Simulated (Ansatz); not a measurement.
## ZrS₂ on a mismatched substrate

These are results of DFT PBE, scalar-relativistic, plane waves, PAW (Ansatz 0.2.0), not measurements. Settings: 420 eV cutoff, 12×12×4 k-mesh, Gaussian smearing of 0.02 eV, no spin polarisation.

Starting point, cell and atoms relaxed:

```yaml
crystal:
  lattice:
    - [3.68521, 0.00000, 0.00000]
    - [-1.84260, 3.19148, 0.00000]
    - [0.00000, 0.00000, 6.75791]
  atoms:
    - { symbol: Zr, position: [0.00000, 0.00000, 0.00000] }
    - { symbol: S, position: [0.66667, 0.33333, 0.78568] }
    - { symbol: S, position: [0.33333, 0.66667, 0.21432] }
```

The a-b plane is strained alike in both directions, as on a substrate, while c and the atoms relax within the symmetry that the strain leaves. Stress is positive in compression; energies are free energies at the smearing used, per atom.

```tsv
strain (%)	c (Å)	σ in plane (GPa)	ΔE (meV/atom)
-3.0	6.8784	4.43	20.97
-2.0	6.8381	2.84	9.12
-1.0	6.7980	1.37	2.23
+0.0	6.7579	0.00	0.00
+1.0	6.7482	-1.27	2.15
+2.0	6.7225	-2.45	8.39
+3.0	6.6937	-3.53	18.48
```

Problem. Get the biaxial modulus twice, from the stresses and from the energies of the innermost pair.

Solution. From stress: M = −Δσ/Δε = (1.37 − (-1.27)) / 0.020 = 132 GPa. Two in-plane directions each store σε/2, so the energy density is Mε²: M = (mean ΔE)/(V ε²) = 2.19 meV / (26.494 Å³ × 0.010²) × 0.16022 GPa Å³/meV = 132 GPa. The two agree.

Problem. How well does Mε², with M from the stresses, predict the outermost points?

Solution. 19.6 meV predicted against 21.0 computed at -3.0 %; 19.6 meV predicted against 18.5 computed at +3.0 %. Compression costs more than stretching, the usual sign of bonds that stiffen as they shorten.

Problem. How does c respond, and up to what thickness can a film with 1 % or 2 % misfit stay coherent on a thick substrate?

Solution. c answers with ε_c = −0.37 ε. In an isotropic solid that ratio is 2ν/(1 − ν), so ν = r/(2 + r) = 0.16. A film of thickness h stores Mε²h per area, 13.2 mJ/m² per nm at 1 %. The Matthews–Blakeslee balance for pure edge misfit dislocations, h = b/(8πf(1 + ν)) × (ln(h/b) + 1), with b taken as the in-plane vector a = 3.69 Å, solved by iteration, gives 4.4 nm at f = 1 % and 1.5 nm at 2 %. This is an isotropic estimate in which the moduli cancel; the real Burgers vector, glide system, anisotropy and slow kinetics can shift it by a factor of a few, mostly upward.